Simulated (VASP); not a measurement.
## In: relaxation of cell and atoms with PBE

The system is In.

```
In
1.0
    -1.62547    1.62547    2.47370
     1.62547   -1.62547    2.47370
     1.62547    1.62547   -2.47370
In
1
Direct
  0.00000 0.00000 0.00000
```

```json
{"Program": "VASP 6.6.1", "Task": "relaxation of cell and atoms", "Functional": "PBE", "Potentials or basis": "VASP PAW PBE potentials, release 64 (In_d)", "Cutoff": "520 eV", "k mesh": "19 × 19 × 19", "Occupations": "gaussian, width 0.1 eV", "Spin": "no spin polarisation", "Further INCAR settings": "ALGO = Normal; EDIFF = 1e-06; IBRION = 2; EDIFFG = -0.01; NSW = 90; ISIF = 3"}
```

The relaxed volume is 27.53 Å³/atom and the relaxed cell is a = 3.421 Å, b = 3.421 Å, c = 3.421 Å, α = 121.74°, β = 121.74°, γ = 87.00°. The space group after relaxing (to 0.05 Å) is I4/mmm (No. 139) and the energy gained by relaxing is 8.4 meV/atom. The ionic steps are 10, the pressure after relaxing is 0.0 GPa and the band gap on the k mesh is none (metal or under the smearing width).

Step by step:
```tsv
step	energy change (eV)	largest force (eV/Å)	pressure (GPa)	volume (Å³)
1	0.0000	0.0000	2.00	26.14
2	-0.0081	0.0000	0.08	27.40
3	-0.0081	0.0000	0.05	27.46
4	-0.0081	0.0000	-0.11	27.58
5	-0.0081	0.0000	-0.01	27.50
6	-0.0082	0.0000	0.00	27.50
7	-0.0083	0.0000	-0.02	27.51
8	-0.0084	0.0000	-0.08	27.53
9	-0.0084	0.0000	-0.03	27.53
10	-0.0084	0.0000	-0.03	27.53
```

Final structure:
```
CELL_PARAMETERS angstrom
-1.66530 1.66530 2.48155
1.66530 -1.66530 2.48155
1.66530 1.66530 -2.48155
ATOMIC_POSITIONS crystal
In 0.00000 0.00000 0.00000
```

Levels at points of the mesh, in eV from the Fermi level:
| k point | band 3 | band 4 | band 5 | band 6 | band 7 | band 8 | band 9 | band 10 |
| --- | --- | --- | --- | --- | --- | --- | --- | --- |
| (0.00, 0.00, 0.00) | -14.56 | -14.47 | -14.40 | -9.20 | 10.09 | 10.09 | 10.21 | 11.44 |

Wall time 4.6 min on 1 thread of Intel(R) Xeon(R) 6975P-C (Granite Rapids), with other jobs on the host, peak memory 0.3 GiB.

PBE usually gives volumes a little too large and moduli too small. Zero-point motion and thermal expansion aren't in these numbers.
